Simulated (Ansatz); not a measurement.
## What strain does to ZrSe2 (P-3m1)

ZrSe2 (started from an entry of an open crystallographic database), relaxed with r2SCAN+rVV10 in the plane-wave code Ansatz. Space group P-3m1 (No. 164), trigonal; a = 3.789 Å, c = 6.181 Å in the conventional setting, 25.62 Å³ an atom. Zr is surrounded by 6 Se at 2.69 Å; Se is surrounded by 3 Zr at 2.69 Å.

The axes x, y and z are those of this cell:
```
CELL_PARAMETERS angstrom
3.78939 0.00000 0.00000
-1.89469 3.28170 0.00000
0.00000 0.00000 6.18068
ATOMIC_POSITIONS crystal
Zr 0.00000 0.00000 0.00000
Se 0.33333 0.66667 0.25375
Se 0.66667 0.33333 0.74625
```

Unstrained: PBE gives an indirect gap of 0.308 eV, from k = (-0.042, 0.005, 0) to L; the least direct gap is 1.051 eV at Γ. r2SCAN gives an indirect gap of 0.610 eV, from k = (-0.042, 0.005, 0) to L; the least direct gap is 1.347 eV at Γ. HSE06 gives an indirect gap of 0.956 eV, from k = (-0.042, 0.005, 0) to L; the least direct gap is 1.792 eV at Γ. Meshes: PBE 12×12×4, r2SCAN 12×12×4, HSE06 6×6×4. Strains are changes of length per length. After each strain the atoms were relaxed again with r2SCAN+rVV10 within the symmetry that the strain leaves, so tilts or polar shifts that break it weren't tested; points keep the names that they have in the unstrained zone. Spin-unpolarised throughout; all numbers are computed.

Changes of the least gap in eV (an overlap counts as a negative gap):
```json
{"strain": "biaxial +1.91 % in x and y, z held", "volume change (%)": "+3.9", "space group": "P-3m1", "PBE": "+0.108", "r2SCAN": "+0.107", "HSE06": "+0.127"}
{"strain": "isotropic -2.9 % on every length", "volume change (%)": "-8.5", "space group": "P-3m1", "PBE": "-0.393", "r2SCAN": "-0.408", "HSE06": "-0.468"}
```

Biaxial +1.91 % in x and y, z held. HSE06: the gap goes from 0.956 to 1.083 eV (+0.127 eV); the edges go from (-0.042, 0.005, 0) → L to (-0.042, 0.016, 0) → L. Stress change with PBE, compression positive: xx -2.31, yy -2.31, zz -0.44 GPa.

Isotropic -2.9 % on every length. PBE: gap 0.31 before, none (overlap 0.08) after (eV); it has closed. HSE06: the gap goes from 0.956 to 0.488 eV (-0.468 eV); the edges go from (-0.042, 0.005, 0) → L to Γ → L. Stress change with PBE, compression positive: xx +4.81, yy +4.81, zz +2.56 GPa.

The runs are scalar-relativistic, without spin-orbit coupling.

Where an edge lies off the special points, it is a point of the mesh or the k point where a search put PBE's edge or least direct gap, reused for the other functionals, whose own edges may lie a little apart.

Coordinates of k points refer to the reciprocal vectors of the primitive cell of the runs.

The meshes of the hybrids are coarse, so their gaps aren't converged to the digits shown.
